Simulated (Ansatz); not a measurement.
**Li3N, response to strain**

Start from Li₃N (space group P6/mmm, No. 191).

```yaml
crystal:
  lattice:
    - [3.63435, 0.00000, 0.00000]
    - [-1.81718, 3.14744, 0.00000]
    - [0.00000, 0.00000, 3.86452]
  atoms:
    - { symbol: Li, position: [0.00000, 0.00000, 0.50000] }
    - { symbol: Li, position: [0.33333, 0.66667, 0.00000] }
    - { symbol: Li, position: [0.66667, 0.33333, 0.00000] }
    - { symbol: N, position: [0.00000, 0.00000, 0.00000] }
```

Cartesian axes are those of the cell as printed.

Strains are applied to the cell and any free atomic positions relax; under biaxial strain the out-of-plane vector relaxes too.

All numbers come from DFT with PBE, PAW potentials and a 420 eV plane-wave cutoff in Ansatz (a first-principles code), no SOC.

Notes on the quantities. pressure: mean of the normal stresses, compression positive.

```json
[
 {"change": "base", "gap character": "indirect, A → Γ", "pressure": "0.00 GPa", "shortest interatomic distance": "1.932 Å", "smallest direct gap": "1.27 eV"},
 {"change": "biaxial strain −4.04 %, plane normal [001], relaxed out of plane", "gap character": "indirect, A → L", "pressure": "5.09 GPa", "shortest interatomic distance": "1.940 Å", "smallest direct gap": "1.30 eV"},
 {"change": "biaxial strain −3.37 %, plane normal [001], relaxed out of plane", "gap character": "indirect, A → L", "pressure": "4.10 GPa", "shortest interatomic distance": "1.939 Å", "smallest direct gap": "1.30 eV"},
 {"change": "biaxial strain −0.83 %, plane normal [001], relaxed out of plane", "gap character": "indirect, A → Γ", "pressure": "0.88 GPa", "shortest interatomic distance": "1.934 Å", "smallest direct gap": "1.28 eV"},
 {"change": "biaxial strain −0.43 %, plane normal [001], relaxed out of plane", "gap character": "indirect, A → Γ", "pressure": "0.44 GPa", "shortest interatomic distance": "1.933 Å", "smallest direct gap": "1.27 eV"},
 {"change": "biaxial strain +1.58 %, plane normal [001], relaxed out of plane", "gap character": "indirect, A → Γ", "pressure": "-1.48 GPa", "shortest interatomic distance": "1.929 Å", "smallest direct gap": "1.24 eV"},
 {"change": "biaxial strain +3.03 %, plane normal [001], relaxed out of plane", "gap character": "indirect, A → Γ", "pressure": "-2.63 GPa", "shortest interatomic distance": "1.927 Å", "smallest direct gap": "1.21 eV"},
 {"change": "isotropic strain −1.46 %", "gap character": "indirect, A → L", "pressure": "2.55 GPa", "shortest interatomic distance": "1.904 Å", "smallest direct gap": "1.40 eV"},
 {"change": "uniaxial strain ε_zz = −4.05 %", "gap character": "indirect, A → L", "pressure": "?", "shortest interatomic distance": "?", "smallest direct gap": "?"},
 {"change": "tensor shear ε_xy = −2.32 %", "gap character": "indirect, Z → Γ", "pressure": "0.18 GPa", "shortest interatomic distance": "1.932 Å", "smallest direct gap": "1.23 eV"}
]
```

Q: Some entries are withheld; estimate them.

A: 
- uniaxial strain ε_zz = −4.05 %, pressure: 2.51 GPa
- uniaxial strain ε_zz = −4.05 %, shortest interatomic distance: 1.854 Å
- uniaxial strain ε_zz = −4.05 %, smallest direct gap: 1.54 eV

Stability against distortions was not tested. Labels are those of the standard path for the cell's own space group.
